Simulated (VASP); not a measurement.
# InP in VASP: how settings move the PBE single point

The PBE single point of InP in the zincblende structure, under +4.0 % strain along z alone is repeated with altered inputs. Which of them can be trusted?

The runs shown are made with VASP 6.6.1. PAW datasets, plane waves. (Simulation; spin polarisation is off.)

### 1 The cell

The cell comes from an earlier relaxation with r2SCAN in another program, then strained, with the atoms relaxed again.

Space group I-4m2 (No. 119), tetragonal; a = 4.177 Å, c = 6.144 Å in the conventional setting, 26.80 Å³ an atom. In has 4 P at 2.59 Å; P has 4 In at 2.59 Å.

Coordinates:

```
CELL_PARAMETERS angstrom
0.00000 2.95379 3.07194
2.95379 0.00000 3.07194
2.95379 2.95379 0.00000
ATOMIC_POSITIONS crystal
In 0.00000 0.00000 0.00000
P 0.25000 0.25000 0.25000
```

### 2 Baseline

The input, INCAR:

```
ENCUT = 520.000000
SIGMA = 0.020000
EDIFF = 1.00e-07
GGA = PE
PREC = Accurate
IBRION = -1
ISIF = 2
ISMEAR = -1
NBANDS = 16
NELM = 120
NSW = 0
LASPH = .TRUE.
LCHARG = .TRUE.
LELF = .TRUE.
LWAVE = .FALSE.
LREAL = .FALSE.
```

The input, KPOINTS:

```
KPOINTS created by Atomic Simulation Environment
0
Gamma
8 8 8
0 0 0
```

The input, POSCAR:

```
In P
 1.0000000000000000
     0.0000000000000000    2.9537876347999998    3.0719391402000000
     2.9537876347999998    0.0000000000000000    3.0719391402000000
     2.9537876347999998    2.9537876347999998    0.0000000000000000
 In  P
   1   1
Cartesian
  0.0000000000000000  0.0000000000000000  0.0000000000000000
  1.4768938173999999  1.4768938173999999  1.5359695701000000
```

A file KPOINTS_OPT adds named points for the levels; it doesn't enter the self-consistent loop.

Potentials: the recommended PBE PAW datasets, 18 valence electrons.

The run is started by

```
mpirun -np 1 vasp_std
```

### 3 Try 1

INCAR, as its differences from that of step 2:

```diff
@@ -12,5 +12,6 @@
 LASPH = .TRUE.
-LCHARG = .TRUE.
-LELF = .TRUE.
+LCHARG = .FALSE.
 LWAVE = .FALSE.
 LREAL = .FALSE.
+ALGO = VeryFast
+NELECT = 18.02
```

KPOINTS is that of step 2.

POSCAR is that of step 2.

### 4 Try 2

The input, INCAR:

```
SIGMA = 0.020000
EDIFF = 1.00e-07
PREC = Accurate
IBRION = -1
ISIF = 2
ISMEAR = -1
NBANDS = 16
NELM = 120
NSW = 0
LASPH = .TRUE.
LCHARG = .FALSE.
LWAVE = .FALSE.
LREAL = .FALSE.
METAGGA = MS2
NELECT = 17.9
ENCUT = 600
```

KPOINTS is that of step 2.

POSCAR is that of step 2.

### 5 Try 3

The input, INCAR:

```
ENCUT = 520.000000
SIGMA = 0.020000
EDIFF = 1.00e-07
PREC = Accurate
IBRION = -1
ISIF = 2
ISMEAR = -1
NBANDS = 16
NELM = 120
NSW = 0
LASPH = .TRUE.
LCHARG = .FALSE.
LWAVE = .FALSE.
LREAL = .FALSE.
GGA = 91
```

KPOINTS is that of step 2.

POSCAR is that of step 2.

### 6 Try 4

The input, INCAR:

```
ENCUT = 520.000000
SIGMA = 0.020000
EDIFF = 1.00e-07
GGA = PE
PREC = Accurate
IBRION = -1
ISIF = 2
NBANDS = 16
NSW = 0
LASPH = .TRUE.
LCHARG = .FALSE.
LWAVE = .FALSE.
LREAL = .FALSE.
NELM = 52
ISMEAR = -5
```

The input, KPOINTS:

```
KPOINTS created by Atomic Simulation Environment
0
Gamma
1 1 1
0 0 0
```

POSCAR is that of step 2.

What does the calculation give? Wanted: for each run, changed; ending; energy change; pressure; electronic steps; usable.

The runs gave:

| run | changed | ending | energy change (meV/atom) | pressure (GPa) | gap on the mesh (eV; negative: overlap) | electronic steps | time | usable |
| --- | --- | --- | --- | --- | --- | --- | --- | --- |
| ref. | – | converged | 0 | -0.8 | 0.30 | 15 | 36 s | yes |
| 1 | ALGO = VeryFast, NELECT = 18.02 | converged | – | 0.0 | – | 22 | 45 s | no |
| 2 | METAGGA = MS2, NELECT = 17.9, ENCUT = 600 | converged | – | -5.6 | – | 20 | 3.5 min | no |
| 3 | GGA = 91 | converged | – | -0.9 | 0.28 | 15 | 34 s | yes |
| 4 | ISMEAR = -5, mesh 1×1×1 | refused | – | – | – | – | 0.9 s | no |

What this shows: Of 4 altered inputs, 1 gave no result, 2 ended normally on a faulty or unsound input, 1 gave usable results.
